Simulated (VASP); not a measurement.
# CdS (F-43m) in VASP: notebook, part 2 of 2

VASP 6.6.1. Earlier steps stand in the parts before.

## 3. Born charges and dielectric tensor, PBE

Contents of INCAR:

```
SYSTEM = CdS
PREC = Accurate ; ENCUT = 520
EDIFF = 1E-8 ; ISMEAR = 0
SIGMA = 0.02 ; LREAL = .False.
LASPH = .True. ; NELM = 60
ALGO = Normal ; ISIF = 2
LWAVE = .False. ; LCHARG = .False.
GGA = PE ; LEPSILON = .True.
IBRION = 8 ; NSW = 1
```

Contents of KPOINTS:

```
Automatic mesh
0
Gamma
  10 10 10
  0 0 0
```

Contents of POSCAR:

```
CdS
1.0
    0.0000000000      2.9165000000      2.9165000000
    2.9165000000      0.0000000000      2.9165000000
    2.9165000000      2.9165000000      0.0000000000
Cd S
1 1
Direct
    0.0000000000      0.0000000000      0.0000000000
    0.2500000000      0.2500000000      0.2500000000
```

Potentials or basis: VASP PAW PBE potentials, release 64 (Cd, S).

Started as:

```bash
$ cat potpaw_PBE.64/Cd/POTCAR potpaw_PBE.64/S/POTCAR > POTCAR
$ mpirun -np 1 vasp_std > vasp.out
```

OUTCAR:

```text
SYSTEM = CdS
   PREC = Accurate
   ENCUT = 520
   EDIFF = 1E-8
   ISMEAR = 0
   LREAL = .False.
   LASPH = .True.
   NELM = 60
   ISIF = 2
   GGA = PE
   LEPSILON = .True.
   IBRION = 8
   NSW = 1

 ion  position               nearest neighbor table
   1  0.000  0.000  0.000-   2 2.53   2 2.53   2 2.53   2 2.53
   2  0.250  0.250  0.250-   1 2.53   1 2.53   1 2.53   1 2.53

  LATTYP: Found a face centered cubic cell.
 ALAT       =     5.8330000000

  Lattice vectors:

 A1 = (   0.0000000000,   2.9165000000,   2.9165000000)
 A2 = (   2.9165000000,   0.0000000000,   2.9165000000)
 A3 = (   2.9165000000,   2.9165000000,   0.0000000000)

Analysis of symmetry for initial positions (statically):
=====================================================================
 Subroutine PRICEL returns:
 Original cell was already a primitive cell.

 Routine SETGRP: Setting up the symmetry group for a
 face centered cubic supercell.

 Subroutine GETGRP returns: Found 24 space group operations
 (whereof 24 operations were pure point group operations)
 out of a pool of 48 trial point group operations.

The static configuration has the point symmetry T_d .

Analysis of symmetry for dynamics (positions and initial velocities):
=====================================================================
 Subroutine PRICEL returns:
 Original cell was already a primitive cell.

 Routine SETGRP: Setting up the symmetry group for a
 face centered cubic supercell.

 Subroutine GETGRP returns: Found 24 space group operations
 (whereof 24 operations were pure point group operations)
 out of a pool of 48 trial point group operations.

The dynamic configuration has the point symmetry T_d .

 Subroutine INISYM returns: Found 24 space group operations
 (whereof 24 operations are pure point group operations),
 and found     1 'primitive' translations

----------------------------------------------------------------------------------------

                                     Primitive cell

  volume of cell :      49.6153

  direct lattice vectors                    reciprocal lattice vectors
     0.000000000  2.916500000  2.916500000    -0.171438368  0.171438368  0.171438368
     2.916500000  0.000000000  2.916500000     0.171438368 -0.171438368  0.171438368
     2.916500000  2.916500000  0.000000000     0.171438368  0.171438368 -0.171438368

  length of vectors
     4.124553855  4.124553855  4.124553855     0.296939964  0.296939964  0.296939964

  position of ions in fractional coordinates (direct lattice)
     0.000000000  0.000000000  0.000000000
     0.250000000  0.250000000  0.250000000

  ion indices of the primitive-cell ions
[... 573 lines left out ...]
    -0.00031 -0.62701  0.00000
    -0.62701 -0.00031  0.00000
     0.00000  0.00000 -0.00012

--------------------------------------- Ionic step        4  -------------------------------------------

------------------------ aborting loop because EDIFF is reached ----------------------------------------

[... ionic steps 5 to 6 ...]

--------------------------------------- Ionic step        7  -------------------------------------------

 Free energy of the ion-electron system (eV)
  ---------------------------------------------------
  ---------------------------------------------------
  free energy    TOTEN  =        -0.10790299 eV

  energy without entropy =       -0.10790299

------------------------ aborting loop because EDIFF is reached ----------------------------------------

 INTERNAL STRAIN TENSOR  FOR ION    2  DIRECTION 1   (eV/Angst):
 -----------------------------------------------------------------------------
     0.00908  0.00000  0.00000
     0.00000 -0.00193 -7.12022
     0.00000 -7.12022 -0.00193

 MACROSCOPIC STATIC DIELECTRIC TENSOR (including local field effects in DFT)
 ------------------------------------------------------
           6.263848     0.000000     0.000000
          -0.000000     6.263848    -0.000000
          -0.000000    -0.000000     6.263848
 ------------------------------------------------------

 PIEZOELECTRIC TENSOR (including local field effects)  for field in x, y, z        (e  Angst)
          XX          YY          ZZ          XY          YZ          ZX
  --------------------------------------------------------------------------------
  x    -0.00000    -0.00000    -0.00000     0.00000    -1.95240     0.00000
  y    -0.00000     0.00000    -0.00000     0.00000    -0.00000    -1.95240
  z    -0.00000     0.00000     0.00000    -1.95240     0.00000     0.00000

 PIEZOELECTRIC TENSOR (including local field effects)  for field in x, y, z        (C/m^2)
          XX          YY          ZZ          XY          YZ          ZX
  --------------------------------------------------------------------------------
  x    -0.00000    -0.00000    -0.00000     0.00000    -0.63047     0.00000
  y    -0.00000     0.00000    -0.00000     0.00000    -0.00000    -0.63047
  z    -0.00000     0.00000     0.00000    -0.63047     0.00000     0.00000

 BORN EFFECTIVE CHARGES (including local field effects) (in |e|, cummulative output)
 ---------------------------------------------------------------------------------
 ion    1
    1     2.19029     0.00000     0.00000
    2    -0.00000     2.19029     0.00000
    3    -0.00000     0.00000     2.19029
 ion    2
    1    -2.19029    -0.00000    -0.00000
    2     0.00000    -2.19029    -0.00000
    3     0.00000     0.00000    -2.19029

 INTERNAL STRAIN TENSOR FOR ION    2 for displacements in x,y,z  (eV/Angst):
          X           Y           Z          XY          YZ          ZX
  --------------------------------------------------------------------------------
  x     0.00000     0.00000     0.00000     0.00000    -7.12022     0.00000
  y     0.00000     0.00000     0.00000     0.00000     0.00000    -7.12022
  z     0.00000     0.00000     0.00000    -7.12022     0.00000     0.00000

 SECOND DERIVATIVES (NOT SYMMETRIZED)
 ------------------------------------
               1X          1Y          1Z          2X          2Y          2Z
  1X    -5.262079    0.000000    0.000000    5.262079    0.000000    0.000000
  1Y     0.000000   -5.262079    0.000000    0.000000    5.262079    0.000000
  1Z     0.000000    0.000000   -5.262079    0.000000    0.000000    5.262079
  2X     5.238277    0.000000    0.000000   -5.238277    0.000000    0.000000
  2Y     0.000000    5.238277    0.000000    0.000000   -5.238277    0.000000
  2Z     0.000000    0.000000    5.238277    0.000000    0.000000   -5.238277

 Eigenvectors and eigenvalues of the dynamical matrix
 ----------------------------------------------------

   1 f  =    7.166986 THz    45.031504 2PiTHz  239.064937 cm-1    29.640261 meV
             X         Y         Z           dx          dy          dz
      0.000000  0.000000  0.000000     0.000000    0.471942   -0.000000
      1.458250  1.458250  1.458250    -0.000000   -0.881629   -0.000000
[... 21 lines left out ...]
   6 f/i=    0.006759 THz     0.042471 2PiTHz    0.225471 cm-1     0.027955 meV
             X         Y         Z           dx          dy          dz
      0.000000  0.000000  0.000000     0.006723    0.160185   -0.866929
      1.458250  1.458250  1.458250     0.003599    0.085748   -0.464073

--------------------------------------------------------------------------------------------------------

 MACROSCOPIC STATIC DIELECTRIC TENSOR IONIC CONTRIBUTION
 ------------------------------------------------------
           3.332562    -0.000000    -0.000000
          -0.000000     3.332562     0.000000
          -0.000000     0.000000     3.332562
 ------------------------------------------------------

 ELASTIC MODULI CONTR FROM IONIC RELAXATION (kBar)
 Direction    XX          YY          ZZ          XY          YZ          ZX
 --------------------------------------------------------------------------------
 XX          -0.0000      0.0000      0.0000     -0.0000      0.0000     -0.0000
 YY           0.0000     -0.0000      0.0000     -0.0000     -0.0000      0.0000
 ZZ           0.0000      0.0000     -0.0000      0.0000     -0.0000     -0.0000
 XY          -0.0000     -0.0000      0.0000   -315.9302      0.0000      0.0000
 YZ           0.0000     -0.0000     -0.0000      0.0000   -315.9302      0.0000
 ZX          -0.0000      0.0000     -0.0000      0.0000      0.0000   -315.9302
 --------------------------------------------------------------------------------

 PIEZOELECTRIC TENSOR IONIC CONTR  for field in x, y, z        (C/m^2)
          XX          YY          ZZ          XY          YZ          ZX
  --------------------------------------------------------------------------------
  x    -0.00000     0.00000     0.00000     0.00000     0.96551     0.00000
  y     0.00000    -0.00000     0.00000     0.00000    -0.00000     0.96551
  z     0.00000     0.00000    -0.00000     0.96551    -0.00000     0.00000
```

OSZICAR:

```text
N       E                     dE             d eps       ncg     rms          rms(c)
DAV:   1     0.110157871389E+03    0.11016E+03   -0.93000E+03  1238   0.127E+03
DAV:   2    -0.185372619167E+01   -0.11201E+03   -0.10692E+03  1437   0.294E+02
DAV:   3    -0.663036258856E+01   -0.47766E+01   -0.47650E+01  1447   0.637E+01
[... 13 lines left out ...]
RMM:  10    -0.107902982832E+00   -0.70786E-06   -0.16302E-10  7146   0.956E-05    0.438E-05
RMM:  11    -0.107903010894E+00   -0.28062E-07    0.31082E-08  7156   0.308E-05    0.457E-06
RMM:  12    -0.107902975599E+00    0.35295E-07   -0.11306E-09  6462   0.540E-06    0.271E-06
RMM:  13    -0.107902989109E+00   -0.13511E-07   -0.12358E-08  5214   0.241E-06    0.249E-07
RMM:  14    -0.107902990670E+00   -0.15604E-08   -0.24348E-09  3344   0.111E-06    0.181E-07
 Linear response finished
```

stdout:

```text
POSCAR found type information on POSCAR CdS
 POSCAR found :  2 types and       2 ions
 scaLAPACK will be used
 LDA part: xc-table for (Slater+PW92), standard interpolation
 POSCAR, INCAR and KPOINTS ok, starting setup
 FFT: planning ... GRIDC
 FFT: planning ... GRID_SOFT
 FFT: planning ... GRID
 WAVECAR not read
 entering main loop
[... 23 lines left out ...]
  Direction:   3
 dielectric tensor                  component  3 :     0.742     0.800     6.264
 Linear response DOF=           2
 Linear response progress:
 first order change of Fermi-energy   0.62695E-01
 force on displaced ion       1 direction 1 :  -5.262  -0.000  -0.000
 Born effective charge ion    1 direction 1 :   2.187   0.000   0.000
 Linear response progress:
 first order change of Fermi-energy  -0.62425E-01
 force on displaced ion       2 direction 1 :  -5.238   0.000   0.000
 Born effective charge ion    2 direction 1 :  -2.193   0.000   0.000
 Born effective charges drift removed
 Linear response finished
```

Wall time 13 min (1 thread of AMD EPYC 7R13 (Zen 3), shared host); peak memory 0.38 GiB.

Results:

| Item | Value |
| --- | --- |
| Band gap on the k mesh | 1.15 eV, direct |
| Electronic dielectric tensor (diagonal) | 6.26 |
| Born charges (mean of the diagonal) | Cd +2.19; S -2.19 e |
| Highest phonon frequency at Γ, LO-TO splitting left out | 239 cm⁻¹ |

Phonon frequencies in cm⁻¹ (negative: imaginary):
```csv
q point,frequencies
"(0.000, 0.000, 0.000)",0 0 0 239 239 239
```

Electronic dielectric tensor:
```
6.26 0.00 0.00
0.00 6.26 0.00
0.00 0.00 6.26
```

Born effective charge tensors (e):
atom 1, Cd
```
2.19 0.00 0.00
0.00 2.19 0.00
0.00 0.00 2.19
```
atom 2, S
```
-2.19  0.00  0.00
 0.00 -2.19  0.00
 0.00  0.00 -2.19
```
